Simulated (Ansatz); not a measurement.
## PbS: changing the share of exact exchange

```xyz
2
Lattice="0.0000 2.9657 2.9657 2.9657 0.0000 2.9657 2.9657 2.9657 0.0000" Properties=species:S:1:pos:R:3 pbc="T T T"
Pb    0.0000    0.0000    0.0000
S     2.9657    2.9657    2.9657
```

Kept alike: task single point; k mesh 5 × 5 × 5; occupations fermi-dirac, width 0.05 eV; no spin polarisation. Program: Ansatz, Ansatz PAW, cutoff 500 eV. The mesh is that of the run's cell of 2 atoms. No spin-orbit coupling.

| share of exact exchange, α | pressure (GPa) |
| --- | --- |
| 0 | 1.17 |
| 0.1 | 1.00 |
| 0.15 | 0.92 |
| 0.25 | ? |
| 0.35 | 0.62 |
| 0.5 | 0.42 |

Pressure is positive in compression, with a Pulay correction for the finite cutoff. All rows use potentials made for PBE. The mesh is thin for exact exchange.

Problem. Fit the rows shown and predict the run at 0.25.

Solution. A least-squares line through the rows shown is pressure = -1.494 α + 1.155 (largest miss 0.015); at α = 0.25 it gives 0.78 GPa. The run gave: pressure 0.76 GPa.
